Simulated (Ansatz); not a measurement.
# RbBr: bands on a fine mesh, and optics

What do the bands imply for light and for carriers? Levels are solved on a fine mesh after the ground state. Runs: Ansatz LAPW in place of Elk (LAPW).

The COD entry's cell or inner coordinates are ideal or old and differ from later refinements, so a difference from it is no clean test against experiment.

Program: Ansatz 0.2.0. Level of theory: DFT PBEsol, all-electron LAPW, scalar-relativistic unless said. These are calculated values, not measurements.

## (1) The structure to begin with

Symmetry: Fm-3m, No. 225, cubic system. Conventional cell: a = 6.854 Å, b = 6.854 Å, c = 6.854 Å, α = 90.00°, β = 90.00°, γ = 90.00°. Around Rb (site symmetry m-3m) lie 6 Br at 3.43 Å. Around Br (site symmetry m-3m) lie 6 Rb at 3.43 Å.

As a file:

```cif
data_structure
_symmetry_space_group_name_H-M 'P 1'
_symmetry_Int_Tables_number 1
_cell_length_a 4.8465
_cell_length_b 4.8465
_cell_length_c 4.8465
_cell_angle_alpha 60.000
_cell_angle_beta 60.000
_cell_angle_gamma 60.000
_cell_volume 80.50
loop_
_atom_site_label
_atom_site_type_symbol
_atom_site_fract_x
_atom_site_fract_y
_atom_site_fract_z
_atom_site_occupancy
Rb1 Rb 0.00000 0.00000 0.00000 1
Br1 Br 0.50000 0.50000 0.50000 1
```

Cartesian axes are those of the input's lattice vectors. The structure goes back to a database entry.

## (2) Ansatz LAPW in place of Elk, fine mesh, LAPW

Contents of input.yaml:

```yaml
crystal:
  lattice:
    - [0.0, 3.427, 3.427]
    - [3.427, 0.0, 3.427]
    - [3.427, 3.427, 0.0]
  atoms:
    - { symbol: Rb, position: [0.0, 0.0, 0.0] }
    - { symbol: Br, position: [0.5, 0.5, 0.5] }
kpoints:
  mp_grid: { grid: [6, 6, 6] }
scf:
  occupations: { method: fixed }
hamiltonian:
  xc: pbesol
  pseudopotentials: { kind: all_electron, lapw: { basis_error: 0.001 } }
output:
  forces: true
  stress: true
  eigenvalues: true
  eigenstates:
    nscf_kmesh: { grid: [12, 12, 12] }
    de_dk: true
    e_range: [-9, 14.22979]
  optics:
    e_range: [0, 20]
    de: 0.2
    sigma: 0.15
    bands: { spectra_wanted_up_to: 20 }
    nscf_kmesh: { grid: [12, 12, 12] }
checkpoint:
  write: ck
  write_wavefunctions: false
```

Run with:

```console
$ ansatz run input.yaml --threads 1 --pin off --max-ram 3072MiB --backend cpu --events-out ev --progress --plain --runs-dir out
```

Standard output:

```text
LAPW: plane waves up to 5.588 Å⁻¹, error target 1.0e-3 eV per atom; small_component_spin mean_spin; Br in spheres of 1.691 Å, 23 of its electrons in bands, Dirac shells []; Rb in spheres of 1.736 Å, 25 of its electrons in bands, Dirac shells [] (how accurate: hamiltonian.pseudopotentials.lapw.basis_error, Limitations)
Engine: ansatz 0.2.0
Pseudopotentials: kind: all_electron
Pseudopotential: Rb, LAPW, valence charge 25, lapw/all_electron/scalar/gaussian/Rb, Koelling and Harmon's equation, gaussian nucleus
Pseudopotential: Br, LAPW, valence charge 23, lapw/all_electron/scalar/gaussian/Br, Koelling and Harmon's equation, gaussian nucleus
Functional definition: PBEsol
  exchange = pbesol_x
  correlation = pbesol_c
davidson cushion auto → on  (no smearing: the cushion is to keep the highest requested band from converging to the state above it; pin scf.eigensolver.cushion to override)
Crystal: 2 atoms, lattice volume = 80.496 Å³
Basis set: ecut = 118.98560261669942 eV, 259 PW (Γ), exchange–correlation at level 2
Bands: 29, of which v1, the nominal top of the filled ones, is band 24 counted from 1 (23 counted from 0)
Symmetry: 48 space group operations
Space group: Fm-3m (ITA 225), of the structure as read, at distance tolerance 4.3e-5 Å
k-points: 16 of 216
Non-local potential: Rb, projectors of the file, none
Non-local potential: Br, projectors of the file, none
Initial density: superposition of atomic densities (chi_scale 0.1, normalization cell, long waves kept (reshape's long-wave potential 0.00 eV rms))
Initial wavefunctions: plane waves of lowest kinetic energy (no species holds an atomic orbital)
Functional: x = pbesol(κ = 0.804, μ = 0.12345679012345678), c = pbesol(β = 0.046)
iter 1 solved again at ethr=7.97e-4 eV; its pass at ethr=1.00e-1 eV (dr2=3.83e-1 eV) is discarded
SCF iter   1: F=—  HF=-151954.413121 eV  |F-HF|=—  |Δ(HF+E_count)|=         —  Δρ=1.30e-2  dr2=3.83e-1  ethr=7.97e-4  ⟨swp⟩=2.2  Hψ=2725  notcnv=0
preconditioner: auto → none  [insulator: Δε(μ)=4.752 eV  Ē_g=13.701 eV  n_scr=14 (ndim 8)  ℏωp=15.5 eV  f_vac=0.297  ε∞_Penn≈2.3]
iter 2 solved again at ethr=3.88e-5 eV; its pass at ethr=7.97e-4 eV (dr2=1.86e-2 eV) is discarded
SCF iter   2: F=—  HF=-151954.213798 eV  |F-HF|=—  |Δ(HF+E_count)|=   1.99e-1  Δρ=3.04e-3  dr2=1.86e-2  ethr=3.88e-5  ⟨swp⟩=2.0  Hψ=2491  notcnv=0
SCF iter   3: F=—  HF=-151954.217387 eV  |F-HF|=—  |Δ(HF+E_count)|=   3.59e-3  Δρ=1.91e-3  dr2=7.89e-3  ethr=3.88e-5  ⟨swp⟩=3.0  Hψ=1567  notcnv=0
SCF iter   4: F=—  HF=-151954.222805 eV  |F-HF|=—  |Δ(HF+E_count)|=   5.42e-3  Δρ=3.13e-4  dr2=1.87e-4  ethr=1.64e-5  ⟨swp⟩=3.6  Hψ=1603  notcnv=0
SCF iter   5: F=—  HF=-151954.223133 eV  |F-HF|=—  |Δ(HF+E_count)|=   3.28e-4  Δρ=5.95e-5  dr2=6.00e-6  ethr=3.89e-7  ⟨swp⟩=4.0  Hψ=1678  notcnv=0
SCF iter   6: F=—  HF=-151954.223122 eV  |F-HF|=—  |Δ(HF+E_count)|=   1.18e-5  Δρ=3.74e-6  dr2=1.56e-8  ethr=1.25e-8  ⟨swp⟩=4.0  Hψ=1758  notcnv=0
SCF iter   7: F=—  HF=-151954.223121 eV  |F-HF|=—  |Δ(HF+E_count)|=   4.64e-7  Δρ=1.83e-6  dr2=5.53e-9  ethr=3.26e-11  ⟨swp⟩=4.1  Hψ=1743  notcnv=0
SCF iter   8: F=—  HF=-151954.223121 eV  |F-HF|=—  |Δ(HF+E_count)|=   1.07e-8  Δρ=6.17e-7  dr2=7.48e-10  ethr=1.15e-11  ⟨swp⟩=3.8  Hψ=1642  notcnv=0
SCF iter   9: F=—  HF=-151954.223121 eV  |F-HF|=—  |Δ(HF+E_count)|=   1.22e-9  Δρ=1.06e-7  dr2=2.12e-11  ethr=5.00e-12 (applied; sched 1.56e-12)  ⟨swp⟩=4.0  Hψ=1630  notcnv=0
SCF iter  10: F=-151954.223121 eV  HF=-151954.223121 eV  |F-HF|=8.73e-11  |Δ(HF+E_count)|=  4.07e-10  Δρ=8.61e-9  dr2=9.49e-14  ethr=4.66e-12 (applied; sched 1.00e-12)  ⟨swp⟩=3.0  Hψ=1555  notcnv=0
SCF 1 converged in 10 iterations: F = -151954.223121 eV  dr2 = 9.49e-14
NSCF: frozen V_eff on 72 k-points
the basis was enlarged: its passes take 12.8 MiB over the memory plan, 1 of 1 planned eigensolver slots
NSCF: frozen V_eff on 1 k-points
NSCF: frozen V_eff on 72 k-points
SCF converged after 10 iterations
Free energy (F): -151954.223121 eV
Harris-Foulkes:  -151954.223121 eV  (|F-HF|=8.73e-11)
Internal energy: -151954.223121 eV  (E = F + TS)
E sigma→0 (E₀):  -151954.223121 eV
Fermi energy:    2.586211 eV
--- Per-component energies (eV) ---
  E_band       = -3835.989248
  E_kinetic    = 155999.998270
  E_xc         = -5158.504807
  E_electrostatic = -302795.716584  (all electrons and nuclei)
  E_smearing   = -0.000000  (= −TS)
  E_closure    = 0.000000  (closes the sum)
  E_atoms      = -151947.905592  (free atoms, spherical and without spin; not in F)
  Σ components = -151954.223121   (vs F -151954.223121, Δ=0.00e0)
  Basis errors (estimates in eV, not in F): energy 4.1e-4 per atom: plane waves 3.9e-4 (2.1e-4 summed), levels above the bands 0.0e0, relativity 1.3e-8, radial functions 2.6e-5, core shells 1.5e-6; eigenvalues (radial functions only) 1.0e-5; not estimated: angular momenta, meshes, grids; target (lapw.basis_error) 1.0e-3; muffin-tin radii Br 1.691 Å, Rb 1.736 Å
--- Forces (eV/Å), atoms counted from 1 ---
  atom   1  Rb    -0.00000000     0.00000000     0.00000000
  atom   2  Br     0.00000000     0.00000000    -0.00000000
  max |Σ_I F_I| component: 1.81e-31 eV/Å
--- Stress (GPa, compression-positive) ---
       -0.058903       0.000000      -0.000000
        0.000000      -0.058903       0.000000
       -0.000000       0.000000      -0.058903
  P = ⅓ Tr σ = -0.0589 GPa (-0.589 kbar)
--- Band table (eV; the first three rows and the last of 16) ---
  k-point 0: bands = ["-214.3578", "-214.3578", "-214.3578", "-161.9940", "-161.9940", "-161.9940", "-93.7713", "-93.7713", "-93.7713", "-93.7705", "-93.7705", "-55.5212", "-55.5212", "-55.5202", "-55.5202", "-55.5202", "-21.7682", "-9.6110", "-5.8506", "-5.8506", "-5.8506", "2.5862", "2.5862", "2.5862", "6.8012", "9.7946", "9.7946", "9.7946", "10.6864"]
  k-point 1: bands = ["-214.3578", "-214.3578", "-214.3578", "-161.9940", "-161.9940", "-161.9940", "-93.7713", "-93.7713", "-93.7713", "-93.7705", "-93.7705", "-55.5212", "-55.5212", "-55.5202", "-55.5202", "-55.5202", "-21.7657", "-9.6215", "-5.8526", "-5.8526", "-5.8392", "2.2720", "2.4896", "2.4896", "7.4502", "9.6451", "10.1241", "10.1241", "11.0950"]
  k-point 2: bands = ["-214.3578", "-214.3578", "-214.3578", "-161.9940", "-161.9940", "-161.9940", "-93.7713", "-93.7713", "-93.7713", "-93.7705", "-93.7705", "-55.5212", "-55.5212", "-55.5202", "-55.5202", "-55.5202", "-21.7609", "-9.6424", "-5.8565", "-5.8565", "-5.8168", "1.7792", "2.3091", "2.3091", "8.7015", "9.7889", "11.0422", "11.0422", "12.1127"]
  k-point 15: bands = ["-214.3578", "-214.3578", "-214.3578", "-161.9940", "-161.9940", "-161.9940", "-93.7713", "-93.7713", "-93.7713", "-93.7705", "-93.7705", "-55.5212", "-55.5212", "-55.5202", "-55.5202", "-55.5202", "-21.7557", "-9.5775", "-6.0107", "-5.9536", "-5.8561", "2.1607", "2.1648", "2.3177", "8.7929", "10.3526", "10.4592", "11.4516", "12.5255"]
--- Fermi surface from the table of eigenstates not read: on its mesh, or on one of the eight of every second point, the electrons fill whole bands (an insulator's do; a metal wants a denser output.eigenstates.nscf_kmesh) ---
```

Wall time 76 s (1 thread of Arm Neoverse V1, shared host); peak memory 0.33 GiB.

Dielectric function (mesh 12×12×12, lines of 0.15 eV; smoothed further over energy, so single values depart from the program's file; independent particles, no excitons); n, R and the loss function are for light polarised along x:

| E (eV) | Re εxx | Im εxx | n | R | loss |
| --- | --- | --- | --- | --- | --- |
| 1.0 | 2.89 | 0.00 | 1.70 | 0.067 | 0.000 |
| 1.8 | 2.96 | 0.00 | 1.72 | 0.070 | 0.000 |
| 2.6 | 3.09 | 0.00 | 1.76 | 0.075 | 0.000 |
| 3.4 | 3.32 | 0.00 | 1.82 | 0.085 | 0.000 |
| 4.2 | 3.81 | 0.18 | 1.95 | 0.104 | 0.013 |
| 5.0 | 4.15 | 0.70 | 2.04 | 0.120 | 0.040 |
| 5.8 | 4.64 | 1.65 | 2.19 | 0.151 | 0.068 |
| 6.6 | 3.97 | 3.34 | 2.14 | 0.182 | 0.124 |
| 7.4 | 1.64 | 3.06 | 1.60 | 0.166 | 0.254 |
| 8.2 | 2.62 | 1.98 | 1.72 | 0.110 | 0.184 |
| 9.0 | 1.97 | 4.04 | 1.80 | 0.209 | 0.200 |
| 9.8 | -0.30 | 2.93 | 1.15 | 0.263 | 0.337 |
| 10.6 | -0.10 | 1.22 | 0.75 | 0.195 | 0.814 |
| 11.4 | 0.72 | 0.87 | 0.96 | 0.050 | 0.680 |
| 12.2 | 0.96 | 0.88 | 1.06 | 0.040 | 0.519 |
| 13.0 | 1.19 | 0.60 | 1.12 | 0.019 | 0.337 |
| 13.8 | 2.23 | 1.04 | 1.53 | 0.061 | 0.171 |
| 14.6 | 1.31 | 2.26 | 1.40 | 0.126 | 0.331 |
| 15.4 | 0.55 | 1.77 | 1.10 | 0.131 | 0.516 |
| 16.2 | 0.75 | 0.97 | 0.99 | 0.056 | 0.644 |
| 17.0 | 1.40 | 1.74 | 1.35 | 0.091 | 0.349 |
| 17.8 | 0.17 | 2.10 | 1.07 | 0.186 | 0.472 |
| 18.6 | 0.06 | 1.15 | 0.78 | 0.160 | 0.868 |
| 19.4 | 0.16 | 1.55 | 0.93 | 0.160 | 0.638 |

On the fine mesh the gap is 4.215 eV and the least direct gap 4.215 eV.

## (3) Ansatz LAPW in place of Elk, band extrema, LAPW

Contents of input.yaml:

```yaml
crystal:
  lattice:
    - [0.0, 3.427, 3.427]
    - [3.427, 0.0, 3.427]
    - [3.427, 3.427, 0.0]
  atoms:
    - { symbol: Rb, position: [0.0, 0.0, 0.0] }
    - { symbol: Br, position: [0.5, 0.5, 0.5] }
kpoints:
  mp_grid: { grid: [6, 6, 6] }
scf:
  occupations: { method: fixed }
hamiltonian:
  xc: pbesol
  pseudopotentials: { kind: all_electron, lapw: { basis_error: 0.001 } }
output:
  eigenstates:
    kpoints:
      - [0.0, 0.0, 0.0]
      - [0.0, 0.00272712, 0.00272712]
      - [0.0, 0.00545424, 0.00545424]
      - [0.0, 0.01090848, 0.01090848]
      - [0.00272712, 0.0, 0.00272712]
      - [0.00545424, 0.0, 0.00545424]
      - [0.01090848, 0.0, 0.01090848]
      - [0.00272712, 0.00272712, 0.0]
      - [0.00545424, 0.00545424, 0.0]
      - [0.01090848, 0.01090848, 0.0]
      - [0.001928365, 0.001928365, 0.00385673]
      - [0.00385673, 0.00385673, 0.00771346]
      - [0.00771346, 0.00771346, 0.01542692]
      - [0.003149007, 0.003149007, 0.003149007]
      - [0.006298014, 0.006298014, 0.006298014]
      - [0.012596027, 0.012596027, 0.012596027]
      - [-0.001113342, -0.001113342, 0.002226684]
      - [-0.002226684, -0.002226684, 0.004453368]
      - [-0.004453368, -0.004453368, 0.008906736]
      - [0.0, 0.0, 0.0]
      - [0.0, 0.00272712, 0.00272712]
      - [0.0, 0.00545424, 0.00545424]
      - [0.0, 0.01090848, 0.01090848]
      - [0.00272712, 0.0, 0.00272712]
      - [0.00545424, 0.0, 0.00545424]
      - [0.01090848, 0.0, 0.01090848]
      - [0.00272712, 0.00272712, 0.0]
      - [0.00545424, 0.00545424, 0.0]
      - [0.01090848, 0.01090848, 0.0]
      - [0.001928365, 0.001928365, 0.00385673]
      - [0.00385673, 0.00385673, 0.00771346]
      - [0.00771346, 0.00771346, 0.01542692]
      - [0.003149007, 0.003149007, 0.003149007]
      - [0.006298014, 0.006298014, 0.006298014]
      - [0.012596027, 0.012596027, 0.012596027]
      - [-0.001113342, -0.001113342, 0.002226684]
      - [-0.002226684, -0.002226684, 0.004453368]
      - [-0.004453368, -0.004453368, 0.008906736]
    de_dk: true
    e_range: [-3, 7.214996082346]
checkpoint:
  read: ck
  post_process_only: true
```

Run with:

```console
$ ansatz run input.yaml --threads 1 --pin off --max-ram 3072MiB --backend cpu --events-out ev --progress --plain --runs-dir out
```

Standard output, cut to the lines that bear on the results:

```text
LAPW: plane waves up to 5.588 Å⁻¹, error target 1.0e-3 eV per atom; small_component_spin mean_spin; Br in spheres of 1.691 Å, 23 of its electrons in bands, Dirac shells []; Rb in spheres of 1.736 Å, 25 of its electrons in bands, Dirac shells [] (how accurate: [...]
[... 4 set-up lines as earlier in the session ...]
[...]
Crystal: 2 atoms, lattice volume = 80.496 Å³
Basis set: ecut = 118.98560261669942 eV, 259 PW (Γ), exchange–correlation at level 2
Bands: 29, of which v1, the nominal top of the filled ones, is band 24 counted from 1 (23 counted from 0)
[... 2 set-up lines as earlier in the session ...]
k-points: 16 of 216
[...]
Stability of the state it starts from, as read at its close in the unpolarized treatment: not read negative (Ritz values of 1 − χ₀K, real part plus size of imaginary part, from 0.86 to 0.91, by its mixing steps under the symmetry group of the SCF that read it)
[...]
NSCF: frozen V_eff on 16 k-points
SCF 1: post-processed at a frozen density
NSCF: frozen V_eff on 38 k-points
post-processed at a frozen density (a non-self-consistent diagonalisation pass)
Frozen density: held to its close (this run's Kohn–Sham map moves it by 0.340 times the closing residual that it is held to, a close tighter than 2.5e-8 e/Å³ being held as that figure; up to 4 times is held)
Free energy (F): -151954.223121 eV
[...]
E sigma→0 (E₀):  -151954.223121 eV
Fermi energy:    2.586211 eV
[...]
--- Band table (eV; the first three rows and the last of 16) ---
[...]
```

Run time: 6.2 s. Hardware: 1 thread of Arm Neoverse V1, shared host; peak memory 0.23 GiB.

Band extrema and masses (electron masses, negative for holes; branches count from the edge):

```
      side  k  valleys  level (eV)  direction  branch    mass
conduction  Γ        1       4.215        100       1   0.364
conduction  Γ        1       4.215        010       1   0.364
conduction  Γ        1       4.215        001       1   0.364
conduction  Γ        1       4.215        110       1   0.364
conduction  Γ        1       4.215        111       1   0.364
   valence  Γ        1       0.000        100       1  -5.222
   valence  Γ        1       0.000        100       2  -5.222
   valence  Γ        1       0.000        100       3  -0.535
   valence  Γ        1       0.000        010       1  -5.222
   valence  Γ        1       0.000        010       2  -5.222
   valence  Γ        1       0.000        010       3  -0.535
   valence  Γ        1       0.000        001       1  -5.222
   valence  Γ        1       0.000        001       2  -5.222
   valence  Γ        1       0.000        001       3  -0.535
   valence  Γ        1       0.000        110       1  -5.222
   valence  Γ        1       0.000        110       2  -1.943
   valence  Γ        1       0.000        110       3  -0.647
   valence  Γ        1       0.000        111       1  -2.456
   valence  Γ        1       0.000        111       2  -2.456
   valence  Γ        1       0.000        111       3  -0.695
```

## (4) Side by side

| run | mesh | gap (eV) | direct gap (eV) | ε∞ (xx) |
| --- | --- | --- | --- | --- |
| Ansatz LAPW in place of Elk, LAPW | 12×12×12 | 4.215 | 4.215 | 2.86 |

## (5) Outcome

| quantity | value |
| --- | --- |
| gap (LAPW) | 4.21 eV |
| least direct gap | 4.21 eV |
| ε∞ (xx, yy, zz) | 2.86, 2.86, 2.86 |
| strongest local maximum of Im εxx | 9.2 eV |
| peak of the loss function along x | 10.9 eV |

The gap is 4.21 eV, direct. It is a Kohn-Sham gap, and the spectra are not shifted. The spectra hold no excitons and no local fields. Cautions: no spin-orbit coupling on heavy atoms; semilocal gaps are low, and what follows the gap (onsets, screening, light masses) shifts with it; the listed cell is idealised, measured hot or off later refinements.
